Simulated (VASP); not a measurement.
Here is a VASP 6.6.1 calculation.

File POSCAR:

```
RbBr
1.0
   -0.0000000000      3.4260584454      3.4260584454
    3.4260584454      0.0000000000      3.4260584454
    3.4260584454      3.4260584454     -0.0000000000
  Rb              Br
     1     1
Direct
     1.0000000000000000    0.0000000000000000    0.0000000000000000
     0.5000000000000000    0.5000000000000000    0.5000000000000000
```

INCAR.step1

```
  ALGO = Normal
  EDIFF = 1E-8
  EDIFFG = -0.002
  ENCUT = 600
  GGA = PS
  IBRION = 2
  ISIF = 3
  ISMEAR = 0
  LASPH = True
  LCHARG = False
  LREAL = False
  LWAVE = False
  NELM = 80
  NSW = 40
  PREC = Accurate
  SIGMA = 0.03
```

Contents of INCAR.step2:

```
  ALGO = Normal
  EDIFF = 1E-8
  ENCUT = 600
  GGA = PS
  IBRION = 6
  ISIF = 3
  ISMEAR = 0
  LASPH = True
  LCHARG = False
  LREAL = False
  LWAVE = False
  NELM = 80
  NFREE = 2
  NSW = 1
  POTIM = 0.015
  PREC = Accurate
  SIGMA = 0.03
```

Contents of KPOINTS:

```
k-points
0
Gamma
  8 8 8
```

Potentials or basis: VASP PAW PBE potentials, release 64 (Rb_sv, Br).

Command:

```console
$ cat potpaw_PBE.64/Rb_sv/POTCAR potpaw_PBE.64/Br/POTCAR > POTCAR
$ cp INCAR.step1 INCAR
$ mpirun -np 1 vasp_std > vasp.out
$ cp CONTCAR POSCAR
$ cp INCAR.step2 INCAR
$ mpirun -np 1 vasp_std > vasp.out
```

**Question.** Predict the elastic constants C11, C12, C44.

**Answer.** 33, 4, 4 GPa.

**Question.** Estimate the Voigt bulk modulus.

**Answer.** 14 GPa.

**Question.** Estimate the highest phonon frequency at Γ, LO-TO splitting left out.

**Answer.** 85 cm⁻¹.

Clamped-ion elastic tensor (GPa):
```
33  4  4  0  0  0
 4 33  4  0  0  0
 4  4 33  0  0  0
 0  0  0  4  0  0
 0  0  0  0  4  0
 0  0  0  0  0  4
```

Caveat: the PAW data sets were made with another functional, which shifts forces and pressure a little.
